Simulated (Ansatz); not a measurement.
Geometry optimisation, Ansatz, DFT PBEsol, scalar-relativistic, plane waves, PAW.

Input:

```yaml
crystal:
  lattice:
    - [7.995539, 0.0, 0.0]
    - [0.0, 5.6537, 0.0]
    - [0.0, 0.0, 16.996654]
  atoms:
    - { symbol: Ga, position: [0.0, 0.0, 0.0588351] }
    - { symbol: As, position: [1.0, 0.25, 0.1764397] }
    - { symbol: Ga, position: [0.75, 0.5, 0.1764397] }
    - { symbol: As, position: [0.25, 0.75, 0.0588351] }
    - { symbol: Ga, position: [0.25, 0.5, 0.1764397] }
    - { symbol: As, position: [0.75, 0.75, 0.0588351] }
    - { symbol: Ga, position: [0.5, 0.0, 0.0588351] }
    - { symbol: As, position: [0.5, 0.25, 0.1764397] }
    - { symbol: Ga, position: [0.5, 0.0, 0.2940443] }
    - { symbol: As, position: [0.5, 0.25, 0.4116489] }
    - { symbol: Ga, position: [0.25, 0.5, 0.4116489] }
    - { symbol: As, position: [0.75, 0.75, 0.2940443] }
    - { symbol: Ga, position: [0.75, 0.5, 0.4116489] }
    - { symbol: As, position: [0.25, 0.75, 0.2940443] }
    - { symbol: Ga, position: [1.0, 0.0, 0.2940443] }
    - { symbol: As, position: [1.0, 0.25, 0.4116489] }
    - { symbol: As, position: [0.7394515, 0.3295157, 0.5452046] }
basis:
  ecutwfc: 420.0
kpoints:
  mp_grid: { grid: [2, 3, 1] }
hamiltonian:
  xc: pbesol
  pseudopotentials: { kind: paw, azcp: { folder: soft_1 } }
scf:
  occupations: { method: gaussian, width: 0.1 }
  lower_state_search: "off"
relax:
  f_tol: 0.03
  max_steps: 60
  adjacent_minimum: "off"
  constraints: [{ sites: [0, 3, 5, 6] }]
```

Launched with:

```bash
$ ansatz run input.yaml --threads 4 --pin off --max-ram 10240MiB --backend cpu --events-out ev --progress --plain --runs-dir out
```

**Question.** Where does it end, and by what steps?

**Answer.** The run converged. The force dipped under the threshold on the way, but the program's further checks kept it going. Limits of this set-up: coarse k mesh, thin slab, slab without dipole correction, odd electron count without spin, PAW files made for another functional. After 21 steps the energy has fallen by 2.026 eV; As17 moved furthest, 2.59 Å. Joined: Ga11–As17 (4.63 → 2.71 Å).

```csv
step,energy less start (eV),largest force component (eV/Å),accepted
0,0.0000,1.675,yes
1,-0.6862,0.926,yes
2,-1.0548,0.529,yes
3,-1.2755,0.210,yes
4,-1.3186,0.106,yes
5,-1.3579,0.217,yes
6,-1.4080,0.275,yes
7,-1.5264,0.285,yes
8,-1.6392,0.274,yes
9,-1.6858,0.137,yes
10,-1.7098,0.117,yes
11,-1.7407,0.205,yes
12,-1.7685,0.352,yes
13,-1.8274,0.245,yes
14,-1.9032,0.271,yes
15,-1.9667,0.214,yes
16,-2.0090,0.089,yes
17,-2.0207,0.090,yes
18,-2.0180,0.101,no
19,-2.0247,0.069,yes
20,-2.0264,0.021,yes
21,-2.0264,0.021,yes
```

```xyz
17
Lattice="7.9955 0.0000 0.0000 0.0000 5.6537 0.0000 0.0000 0.0000 16.9967" Properties=species:S:1:pos:R:3
Ga 0.000 0.000 1.000
As 8.000 1.650 2.923
Ga 6.019 3.079 3.112
As 1.999 4.240 1.000
Ga 1.967 3.121 3.143
As 5.997 4.240 1.000
Ga 3.998 0.000 1.000
As 3.982 1.697 2.897
Ga 4.066 0.305 4.945
As 3.547 1.117 7.240
Ga 1.815 2.816 6.768
As 6.029 4.527 5.036
Ga 5.906 3.013 6.934
As 1.996 4.575 5.101
Ga 7.983 0.377 5.093
As 7.807 1.547 7.289
As 3.977 3.298 8.324
```

Time of the run: 4 min on 4 threads of Arm Neoverse V1, with other jobs on the host, peak memory 1.8 GiB.
